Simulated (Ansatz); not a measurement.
The system is ZrC.

```
Zr C
1.0
     0.00000    2.36500    2.36500
     2.36500    0.00000    2.36500
     2.36500    2.36500    0.00000
Zr C
1 1
Direct
  0.50000 0.50000 0.50000
  0.00000 0.00000 0.00000
```

* Program: Ansatz 0.2.0
* Task: relaxation of cell and atoms
* Functional: RPBE
* Dispersion: D4
* Potentials or basis: all-electron LAPW, scalar-relativistic
* Basis error allowed: 0.001 eV/atom
* k mesh: 10 × 10 × 10
* Occupations: fermi-dirac, width 0.05 eV
* Spin: no spin polarisation

At the start: volume 13.23 Å³/atom.

Task: Where does the relaxation end?

Result: Over 5 steps the energy falls by 7.5 meV/atom and the volume is 12.85 Å³/atom (-2.9 %); space group Fm-3m (No. 225, to 0.05 Å).

Step by step:
```tsv
step	energy change (eV)	largest force (eV/Å)	volume (Å³)
1	0.0000	0.0000	26.46
2	-0.0027	0.0000	25.04
3	-0.0149	0.0000	25.72
4	-0.0149	0.0000	25.69
5	-0.0149	0.0000	25.69
```

Final structure:
```
Zr C
1.0
     0.00000    2.34210    2.34210
     2.34210    0.00000    2.34210
     2.34210    2.34210    0.00000
Zr C
1 1
Direct
  0.50000 0.50000 0.50000
  0.00000 0.00000 0.00000
```
